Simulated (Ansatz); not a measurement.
# SiO2 (I4_122) in Ansatz: a series of runs

One crystal, SiO2, is run at these levels: PBEsol, LDA, r2SCAN; tasks: band structure.

All numbers are computed with Ansatz 0.2.0; they aren't measurements. Logs are shortened: lines on timing, memory, paths and dates and some standing lists are left out, and cuts for length are marked.

## Step 1: The crystal as given

Symmetry: I4_122, No. 98, tetragonal system. The conventional cell has a = 5.676 Å, b = 5.676 Å, c = 11.320 Å, α = 90.00°, β = 90.00°, γ = 90.00°. Si (site symmetry 2) is surrounded by 4 O at 1.63 to 1.64 Å. Around O (site symmetry 2) lie 2 Si at 1.63 Å. O (site symmetry 2) is surrounded by 2 Si at 1.64 Å.

The cell comes from a database or a generator and needn't be the stable form of this composition.

## Step 2: Band structure, PBEsol

Contents of input.yaml:

```yaml
crystal:
  lattice:
    - [-2.837898, 2.837898, 5.66021]
    - [2.837898, -2.837898, 5.66021]
    - [2.837898, 2.837898, -5.66021]
  atoms:
    - { symbol: Si, position: [0.875, 0.263618, 0.888618] }
    - { symbol: Si, position: [0.013618, 0.625, 0.888618] }
    - { symbol: Si, position: [0.736382, 0.125, 0.111382] }
    - { symbol: Si, position: [0.375, 0.986382, 0.111382] }
    - { symbol: O, position: [0.633727, 0.133727, 0.5] }
    - { symbol: O, position: [0.467877, 0.967877, 0.935754] }
    - { symbol: O, position: [0.032123, 0.532123, 0.064246] }
    - { symbol: O, position: [0.116273, 0.116273, 0.0] }
    - { symbol: O, position: [0.883727, 0.883727, 0.0] }
    - { symbol: O, position: [0.866273, 0.366273, 0.5] }
    - { symbol: O, position: [0.282123, 0.717877, 0.0] }
    - { symbol: O, position: [0.717877, 0.282123, 0.0] }
hamiltonian:
  xc: pbesol
  pseudopotentials: { kind: paw }
kpoints:
  mp_grid: { grid: [7, 7, 7] }
  band_path:
    path:
      - [[0.0, 0.0, 0.0], [0.0, 0.0, 0.5], [-0.1256893498, 0.1256893498, 0.5], [-0.3128446749, 0.3128446749, 0.3128446749], [0.0, 0.0, 0.0], [0.5, 0.5, -0.5], [0.3128446749, 0.6871553251, -0.3128446749], [0.0, 0.5, 0.0], [0.25, 0.25, 0.25], [0.5, 0.5, -0.1256893498], [0.5, 0.5, -0.5]]
      - [[0.0, 0.0, 0.5], [0.25, 0.25, 0.25]]
    npoints: 10
scf:
  occupations: { method: fermi_dirac, width: 0.05 }
  n_extra_bands: 30
output:
  forces: true
  stress: true
  eigenvalues: true
  fatbands: true
```

Potentials or basis: Ansatz PAW.

Started as:

```
ansatz run input.yaml --threads 4 --pin off --max-ram 11264MiB --backend cpu --events-out ev --progress --plain --runs-dir out
```

The program printed:

```text
Warning: RAYON_NUM_THREADS=4 ignored (pool sized by the plan → 4); use --threads N
scf.n_extra_bands = 30 over 32 filled bands (N_el = 64.0): the run solves 62 bands
Engine: ansatz 0.2.0, aarch64-unknown-linux-gnu
Pseudopotentials: kind: paw
Pseudopotential: Si, paw, valence charge 4, recommended cutoff 420 eV (normal), Si.paw.azcp
Pseudopotential: O, paw, valence charge 6, recommended cutoff 420 eV (normal), O.paw.azcp
Functional definition: PBEsol
  exchange = pbesol_x
  correlation = pbesol_c
Crystal: 12 atoms, lattice volume = 182.342 Å³
Basis set: ecut = 420 eV, 3571 PW (Γ), exchange–correlation on 96×96×96 points (8 copies of the dense FFT grid, shifted against one another)
Bands: 62, of which v1, the nominal top of the filled ones, is band 32 counted from 1 (31 counted from 0)
Symmetry: 8 space group operations
Space group: I4122 (ITA 98), of the structure as read, at distance tolerance 5.7e-5 Å
k-points: 40 of 343 (time reversal used)
Non-local potential: Si, projectors of the file, l = 0: 2, l = 1: 2, l = 2: 2
Non-local potential: O, projectors of the file, l = 0: 2, l = 1: 2, l = 2: 1
PAW form: soft (Blöchl's): semilocal exchange-correlation on the pseudo side does not see the compensation charge
PAW frozen core: Si, regenerated for the run's functional, and the local potential with it (the file was generated under x = pbe(κ = 0.804, μ = 0.2195149727645171), c = pbe(β = 0.06672455060314922))
PAW frozen core: O, regenerated for the run's functional, and the local potential with it (the file was generated under x = pbe(κ = 0.804, μ = 0.2195149727645171), c = pbe(β = 0.06672455060314922))
PAW one-centre angular grid: Si, 110 points (default); XC on 64 Gauss nodes
PAW one-centre angular grid: O, 110 points (default); XC on 64 Gauss nodes
Initial density: superposition of atomic densities (neutral atoms: chi_scale 0, normalization atom), corrected by the library's trained network
Initial wavefunctions: pseudopotential atomic-orbital guess
Functional: x = pbesol(κ = 0.804, μ = 0.12345679012345678), c = pbesol(β = 0.046)
SCF iter   1: F=—  HF=-6984.835663 eV  |F-HF|=—  |Δ(HF+E_count)|=         —  Δρ=1.14e-2  dr2=1.77e-1  ethr=1.77e-3  ⟨swp⟩=6.0  Hψ=12752  notcnv=0  defer=601
preconditioner: auto → Resta (q_TF=auto, 2.291 Å⁻¹)  ε∞=2.3  [insulator: Δε(μ)=4.689 eV  Ē_g=18.983 eV  σ=0.050 eV  W_gap=1.00  n_scr=36 (ndim 8)  ℏωp=22.0 eV  f_vac=0.266  D(μ)=0.00/eV (n_scr^D=0)  ε∞_Penn≈2.3]
SCF iter   2: F=—  HF=-6984.788069 eV  |F-HF|=—  |Δ(HF+E_count)|=   4.76e-2  Δρ=2.14e-3  dr2=3.52e-3  ethr=2.77e-4  ⟨swp⟩=2.5  Hψ=4134  notcnv=0  defer=924
SCF iter   3: F=—  HF=-6984.787955 eV  |F-HF|=—  |Δ(HF+E_count)|=   1.14e-4  Δρ=7.55e-4  dr2=5.67e-4  ethr=5.50e-6  ⟨swp⟩=2.0  Hψ=2539  notcnv=0  defer=924
SCF iter   4: F=—  HF=-6984.788445 eV  |F-HF|=—  |Δ(HF+E_count)|=   4.90e-4  Δρ=2.52e-4  dr2=8.50e-5  ethr=8.86e-7  ⟨swp⟩=2.2  Hψ=2453  notcnv=0  defer=924
SCF iter   5: F=—  HF=-6984.788416 eV  |F-HF|=—  |Δ(HF+E_count)|=   2.89e-5  Δρ=4.68e-5  dr2=3.82e-6  ethr=1.33e-7  ⟨swp⟩=2.0  Hψ=2495  notcnv=0  defer=924
SCF iter   6: F=—  HF=-6984.788424 eV  |F-HF|=—  |Δ(HF+E_count)|=   7.81e-6  Δρ=1.16e-5  dr2=2.55e-7  ethr=5.97e-9  ⟨swp⟩=2.1  Hψ=2423  notcnv=0  defer=924
SCF iter   7: F=-6984.788424 eV  HF=-6984.788424 eV  |F-HF|=3.40e-8  |Δ(HF+E_count)|=   7.21e-7  Δρ=2.51e-6  dr2=1.14e-8  ethr=1.56e-10  ⟨swp⟩=15.9  Hψ=17194  notcnv=0
SCF 1 converged in 7 iterations: F = -6984.788424 eV  dr2 = 1.14e-8
NSCF: frozen V_eff on 112 k-points
SCF converged after 7 iterations
Free energy (F): -6984.788424 eV
Harris-Foulkes:  -6984.788424 eV  (|F-HF|=3.40e-8)
Internal energy: -6984.788424 eV  (E = F + TS)
E sigma→0 (E₀):  -6984.788424 eV
Fermi energy:    3.676668 eV
--- Per-component energies (eV) ---
  E_band       = -376.228066
  E_kinetic    = 1599.634437
  E_local      = -4813.257425  (includes V_loc(G=0)·N_el)
  E_nonlocal   = 482.087102
  E_hartree    = 1799.851567
  E_xc         = -804.524444
  E_vxc        = -939.241425  (∫ρ·V_xc dr)
  E_paw        = -3222.733875  (= ΣΔE_a)
  E_vpaw       = -305.174930  (= ΣTr[D̂ρ^β])
  E_aug_tail   = 0.020486  (compensation charges beyond the density's cutoff)
  E_ewald      = -2026.274819
  E_core_change = 0.408546  (= ΣΔE_core)
  E_smearing   = -0.000000  (= −TS)
  E_closure    = 0.000000  (closes the sum)
  Σ components = -6984.788424   (vs F -6984.788424, Δ=0.00e0)
--- Forces (eV/Å), atoms counted from 1 ---
  atom   1  Si    -0.00362047     0.00000000     0.00000000
  atom   2  Si    -0.00000000    -0.00362047     0.00000000
  atom   3  Si    -0.00000000     0.00362047    -0.00000000
  atom   4  Si     0.00362047    -0.00000000    -0.00000000
  atom   5  O      0.00000000     0.00000000     0.01599495
  atom   6  O      0.13489018     0.13489018     0.00000000
  atom   7  O     -0.13489018    -0.13489018     0.00000000
  atom   8  O      0.00000000    -0.00000000    -0.01599495
  atom   9  O     -0.00000000     0.00000000     0.01599495
  atom  10  O     -0.00000000    -0.00000000    -0.01599495
  atom  11  O      0.13489018    -0.13489018     0.00000000
  atom  12  O     -0.13489018     0.13489018     0.00000000
  max |Σ_I F_I| component: 5.55e-17 eV/Å
--- Stress (GPa, compression-positive) ---
       -1.878104       0.000000       0.000000
        0.000000      -1.878104      -0.000000
        0.000000      -0.000000      -3.113822
  P = ⅓ Tr σ = -2.2900 GPa (-22.900 kbar)
--- Band table (eV; the first three rows and the last of 40) ---
  k-point 0: bands = ["-18.3842", "-17.0758", "-16.8401", "-16.8401", "-16.5618", "-16.4182", "-16.2746", "-15.8963", "-7.5649", "-7.5649", "-5.9046", "-4.8067", "-4.8067", "-4.0432", "-4.0432", "-3.9798", "-2.7637", "-2.1578", "-1.7278", "-1.3687", "-1.3687", "-0.9609", "-0.9609", "-0.8359", "-0.5897", "-0.5897", "-0.3061", "-0.2881", "0.5318", "0.5318", "0.9531", "1.2027", "6.0182", "8.3645", "8.3822", "10.0065", "10.0065", "10.3450", "10.5750", "10.6158", "10.7558", "11.7243", "11.7243", "12.0324", "12.3577", "12.3577", "13.6282", "13.6282", "13.6347", "13.8930", "14.2023", "14.9112", "14.9112", "15.5960", "16.2727", "16.8470", "17.0065", "17.0977", "17.0977", "17.6833", "17.9865", "17.9865"]
  k-point 1: bands = ["-18.3304", "-17.1754", "-16.9850", "-16.7841", "-16.4739", "-16.4105", "-16.2174", "-15.9222", "-7.5388", "-7.4154", "-6.1247", "-4.8883", "-4.6532", "-4.0938", "-4.0453", "-3.9149", "-2.7244", "-2.1885", "-1.6849", "-1.4804", "-1.3496", "-1.1276", "-0.9974", "-0.7782", "-0.7462", "-0.5686", "-0.2752", "0.0618", "0.4231", "0.4658", "0.9413", "1.1437", "6.3317", "8.5187", "8.6132", "9.9669", "10.0401", "10.3126", "10.3994", "10.6211", "10.8530", "11.6256", "11.8472", "12.1849", "12.2679", "12.3437", "13.1063", "13.4073", "13.7421", "13.8785", "13.9308", "14.6384", "15.3056", "15.6827", "16.0140", "16.7404", "16.8553", "17.1357", "17.2741", "17.6801", "17.8035", "17.8898"]
  k-point 2: bands = ["-18.1807", "-17.3183", "-17.2474", "-16.7321", "-16.4047", "-16.3435", "-16.0954", "-15.9937", "-7.4676", "-6.9951", "-6.5060", "-5.1771", "-4.4311", "-4.1753", "-4.0335", "-3.8011", "-2.6593", "-2.3425", "-1.7673", "-1.6124", "-1.2514", "-1.2361", "-1.0630", "-0.7110", "-0.6834", "-0.4508", "-0.2608", "0.0981", "0.2035", "0.6323", "0.7289", "1.1085", "7.0840", "8.8720", "9.2542", "9.8780", "10.1020", "10.2052", "10.2550", "10.5291", "11.1218", "11.4881", "11.8293", "12.0652", "12.0836", "12.1578", "12.5997", "13.1332", "13.4618", "13.5834", "14.3100", "14.5450", "15.0127", "15.6667", "15.8509", "16.4336", "16.5693", "17.2282", "17.2929", "17.6443", "17.7961", "18.1021"]
  k-point 39: bands = ["-17.9133", "-17.8641", "-17.2722", "-16.4456", "-16.4180", "-16.3623", "-15.9832", "-15.9664", "-8.3906", "-6.7775", "-5.4009", "-4.9718", "-4.9500", "-4.6464", "-4.3443", "-3.2997", "-2.5120", "-2.4939", "-1.5392", "-1.3749", "-1.3131", "-1.1525", "-1.0992", "-0.8159", "-0.6772", "-0.5730", "-0.0000", "0.1578", "0.2927", "0.6941", "0.7381", "0.8028", "7.6918", "7.8079", "9.0100", "9.0579", "9.1119", "9.9756", "10.0622", "10.1787", "10.4931", "10.8405", "12.0813", "12.0894", "13.2474", "13.3938", "13.7616", "14.1866", "14.2291", "14.3670", "14.5053", "14.8936", "15.2240", "15.5537", "15.7505", "15.9941", "16.1862", "16.5535", "17.0570", "17.0674", "18.2058", "18.6992"]
```

bands.tsv:

```text
[... 134 lines left out ...]
```

Run time: 50 s. Hardware: 4 threads of Arm Neoverse V2, shared host; peak memory 0.95 GiB.

Results:

```yaml
Free_energy: -6984.7884 eV
Pressure: -2.3 GPa
Largest_force: 0.191 eV/Å
Band_gap_on_the_k_mesh: 4.82 eV, direct
Band_gap_along_the_path: 4.82 eV, direct
```

Forces in eV/Å, atoms in the order of the input:
```
Si  -0.004  0.000  0.000
Si   0.000 -0.004  0.000
Si   0.000  0.004  0.000
Si   0.004  0.000  0.000
O    0.000  0.000  0.016
O    0.135  0.135  0.000
O   -0.135 -0.135  0.000
O    0.000  0.000 -0.016
O    0.000  0.000  0.016
O    0.000  0.000 -0.016
O    0.135 -0.135  0.000
O   -0.135  0.135  0.000
```

Stress tensor (GPa, compression positive):
```
-1.88  0.00  0.00
 0.00 -1.88  0.00
 0.00  0.00 -3.11
```

Levels at the corners of the path, in eV from the valence-band top:
| point | band 28 | band 29 | band 30 | band 31 | band 32 | band 33 | band 34 | band 35 | band 36 | band 37 |
| --- | --- | --- | --- | --- | --- | --- | --- | --- | --- | --- |
| Γ | -1.49 | -0.67 | -0.67 | -0.25 | 0.00 | 4.82 | 7.16 | 7.18 | 8.80 | 8.80 |
| X | -1.15 | -1.14 | -1.10 | -0.45 | -0.08 | 6.73 | 8.23 | 8.73 | 8.74 | 8.79 |
| Y | -1.16 | -1.05 | -0.87 | -0.46 | -0.13 | 6.90 | 7.88 | 7.94 | 8.26 | 8.68 |
| S | -1.14 | -0.64 | -0.54 | -0.51 | -0.31 | 6.66 | 7.18 | 7.34 | 8.00 | 8.62 |
| Γ | -1.49 | -0.67 | -0.67 | -0.25 | 0.00 | 4.82 | 7.16 | 7.18 | 8.80 | 8.80 |
| Z | -1.19 | -0.81 | -0.50 | -0.46 | -0.46 | 6.43 | 6.43 | 7.78 | 7.78 | 8.01 |
| S1 | -1.14 | -0.64 | -0.54 | -0.51 | -0.31 | 6.66 | 7.18 | 7.34 | 8.00 | 8.62 |
| N | -1.15 | -0.67 | -0.52 | -0.46 | -0.29 | 6.47 | 7.07 | 7.55 | 8.61 | 8.62 |
| P | -1.24 | -1.15 | -1.15 | -0.23 | -0.23 | 7.40 | 7.40 | 8.39 | 8.39 | 8.97 |
| Y1 | -1.16 | -1.05 | -0.87 | -0.46 | -0.13 | 6.90 | 7.88 | 7.94 | 8.26 | 8.68 |
| Z | -1.19 | -0.81 | -0.50 | -0.46 | -0.46 | 6.43 | 6.43 | 7.78 | 7.78 | 8.01 |
| X | -1.15 | -1.14 | -1.10 | -0.45 | -0.08 | 6.73 | 8.23 | 8.73 | 8.74 | 8.79 |
| P | -1.24 | -1.15 | -1.15 | -0.23 | -0.23 | 7.40 | 7.40 | 8.39 | 8.39 | 8.97 |

Caveat: the pressure holds a Pulay correction of +0.5 GPa for the finite cutoff; the PAW data sets come from PBE, with cores solved anew for the run's functional, which leaves a small shift of forces and pressure.

## Step 3: Band structure, LDA

Edit input.yaml of step 2 so:

```diff
@@ -19,3 +19,3 @@
 hamiltonian:
-  xc: pbesol
+  xc: lda
   pseudopotentials: { kind: paw }
```

Potentials or basis: Ansatz PAW.

Started as:

```
ansatz run input.yaml --threads 4 --pin off --max-ram 11264MiB --backend cpu --events-out ev --progress --plain --runs-dir out
```

The program printed:

```text
Warning: RAYON_NUM_THREADS=4 ignored (pool sized by the plan → 4); use --threads N
scf.n_extra_bands = 30 over 32 filled bands (N_el = 64.0): the run solves 62 bands
[... 72 lines left out ...]
        0.000000      -5.268489      -0.000000
        0.000000      -0.000000      -7.082523
  P = ⅓ Tr σ = -5.8732 GPa (-58.732 kbar)
--- Band table (eV; the first three rows and the last of 40) ---
  k-point 0: bands = ["-18.4646", "-17.1360", "-16.8933", "-16.8933", "-16.6088", "-16.4609", "-16.3156", "-15.9288", "-7.8295", "-7.8295", "-6.1678", "-5.0915", "-5.0915", "-4.3200", "-4.3200", "-4.2527", "-3.0195", "-2.4221", "-1.9954", "-1.6366", "-1.6366", "-1.2258", "-1.2258", "-1.0991", "-0.8405", "-0.8405", "-0.5807", "-0.5481", "0.2752", "0.2752", "0.6936", "0.9432", "5.6033", "8.0205", "8.0289", "9.5387", "9.5387", "9.8859", "10.0858", "10.1372", "10.2604", "11.3275", "11.3275", "11.5437", "11.9617", "11.9617", "13.1988", "13.2291", "13.2291", "13.4577", "13.7160", "14.3965", "14.3965", "15.2222", "15.7900", "16.3226", "16.4552", "16.7437", "16.7437", "17.1595", "17.5084", "17.5253"]
  k-point 1: bands = ["-18.4101", "-17.2362", "-17.0421", "-16.8374", "-16.5179", "-16.4532", "-16.2569", "-15.9552", "-7.8038", "-7.6801", "-6.3900", "-5.1718", "-4.9356", "-4.3708", "-4.3223", "-4.1885", "-2.9811", "-2.4528", "-1.9533", "-1.7464", "-1.6161", "-1.3933", "-1.2611", "-1.0388", "-1.0075", "-0.8213", "-0.5429", "-0.1928", "0.1651", "0.2059", "0.6824", "0.8842", "5.9204", "8.1505", "8.2730", "9.5168", "9.5715", "9.8450", "9.9443", "10.1139", "10.3626", "11.1643", "11.4621", "11.7973", "11.8691", "11.9092", "12.6875", "12.9696", "13.2919", "13.4375", "13.5149", "14.1283", "14.7845", "15.2786", "15.5501", "16.2656", "16.3722", "16.6965", "16.8162", "17.2050", "17.3104", "17.4376"]
  k-point 2: bands = ["-18.2583", "-17.3808", "-17.3105", "-16.7851", "-16.4453", "-16.3858", "-16.1321", "-16.0283", "-7.7341", "-7.2604", "-6.7728", "-5.4557", "-4.7107", "-4.4532", "-4.3109", "-4.0768", "-2.9190", "-2.6086", "-2.0352", "-1.8840", "-1.5122", "-1.5020", "-1.3261", "-0.9725", "-0.9328", "-0.7121", "-0.5238", "-0.1579", "-0.0567", "0.3729", "0.4695", "0.8495", "6.6867", "8.4758", "8.8939", "9.4537", "9.6580", "9.7043", "9.7677", "10.0756", "10.6453", "11.0448", "11.4353", "11.6173", "11.6961", "11.7570", "12.1762", "12.7105", "13.0580", "13.1468", "13.7992", "14.0928", "14.4889", "15.1752", "15.3509", "15.9567", "16.1650", "16.7286", "16.8464", "17.2058", "17.3254", "17.5961"]
  k-point 39: bands = ["-17.9873", "-17.9374", "-17.3350", "-16.4898", "-16.4620", "-16.4012", "-16.0170", "-15.9997", "-8.6655", "-7.0380", "-5.6753", "-5.2541", "-5.2199", "-4.9236", "-4.6247", "-3.5770", "-2.7698", "-2.7516", "-1.8108", "-1.6394", "-1.5778", "-1.4112", "-1.3666", "-1.0800", "-0.9399", "-0.8296", "-0.2661", "-0.1075", "0.0404", "0.4378", "0.4785", "0.5463", "7.2834", "7.3811", "8.5782", "8.6973", "8.7198", "9.5237", "9.6174", "9.7574", "9.9710", "10.4958", "11.6118", "11.6192", "12.8484", "12.9669", "13.3582", "13.7309", "13.7725", "13.9383", "14.0891", "14.3242", "14.7468", "15.0618", "15.2227", "15.5787", "15.7013", "16.0365", "16.5747", "16.5903", "17.7642", "18.2427"]
```

It took 57 s on 4 threads of Arm Neoverse V2, shared host; peak memory 0.92 GiB.

Results:

- Free energy: -6888.9726 eV
- Pressure: -5.9 GPa
- Largest force: 0.538 eV/Å
- Band gap on the k mesh: 4.66 eV, direct
- Band gap along the path: 4.66 eV, direct

Forces on the atoms (eV/Å):
```
Si   0.016  0.000  0.000
Si   0.000  0.016  0.000
Si   0.000 -0.016  0.000
Si  -0.016  0.000  0.000
O    0.000  0.000  0.021
O    0.381  0.381  0.000
O   -0.381 -0.381  0.000
O    0.000  0.000 -0.021
O    0.000  0.000  0.021
O    0.000  0.000 -0.021
O    0.381 -0.381  0.000
O   -0.381  0.381  0.000
```

Levels at the corners of the path, in eV from the valence-band top:
```tsv
point	band 30	band 31	band 32	band 33	band 34	band 35
Γ	-0.67	-0.25	0.00	4.66	7.08	7.09
X	-1.10	-0.45	-0.08	6.64	7.96	8.48
Y	-0.87	-0.46	-0.13	6.81	7.71	7.75
S	-0.53	-0.51	-0.31	6.55	7.04	7.14
Γ	-0.67	-0.25	0.00	4.66	7.08	7.09
Z	-0.49	-0.46	-0.46	6.27	6.27	7.62
S1	-0.53	-0.51	-0.31	6.55	7.04	7.14
N	-0.52	-0.46	-0.29	6.35	6.88	7.45
P	-1.15	-0.23	-0.23	7.29	7.29	8.15
Y1	-0.87	-0.46	-0.13	6.81	7.71	7.75
Z	-0.49	-0.46	-0.46	6.27	6.27	7.62
X	-1.10	-0.45	-0.08	6.64	7.96	8.48
P	-1.15	-0.23	-0.23	7.29	7.29	8.15
```

Caveat: the pressure holds a Pulay correction of +0.7 GPa for the finite cutoff; the PAW data sets come from PBE, with cores solved anew for the run's functional, which leaves a small shift of forces and pressure. LDA gaps usually lie below the measured ones, often by a third to a half.

(Part 1 of 2 ends here.)
